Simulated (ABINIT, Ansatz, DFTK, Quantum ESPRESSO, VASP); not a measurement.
**WC: 6 runs at one level of theory**

```xyz
2
Lattice="0.0000 2.3021 2.3021 2.3021 0.0000 2.3021 2.3021 2.3021 0.0000" Properties=species:S:1:pos:R:3 pbc="T T T"
W     0.0000    0.0000    0.0000
C     3.4532    3.4532    3.4532
```

The cell comes from a database or a generator and needn't be the stable form of this composition.

Alike in all runs: task single point; functional PBE; k mesh 10 × 10 × 10; occupations fermi-dirac, width 0.05 eV; no spin polarisation; no spin-orbit coupling. Pressure is positive in compression and, in plane waves, holds the error of the finite cutoff, which Ansatz's Pulay term estimates and takes out.

```tsv
program and potentials	plane-wave cutoff (eV)	notes	band gap (eV)	pressure (GPa)
Ansatz, all-electron LAPW, scalar-relativistic	-	-	no gap	17.93
Quantum ESPRESSO, SSSP 1.3 efficiency PBE	748	-	no gap	18.90
Ansatz, Ansatz PAW (earlier soft set)	420	Pulay term of +0.19 GPa included	no gap	18.10
VASP, PBE PAW files C, W_sv, 520 eV	520	-	no gap	18.95
DFTK, PseudoDojo SR PBE 0.4.1 standard (PBE)	1116	-	?	?
ABINIT, JTH PAW PBE v2.0	517	-	no gap	18.85
```

Q: Estimate from the other rows what the run with DFTK, PseudoDojo SR PBE 0.4.1 standard (PBE) gave.

A: No band gap; pressure 18.07 GPa. The other rows, which needn't bracket it: pressure 17.93 to 18.95.
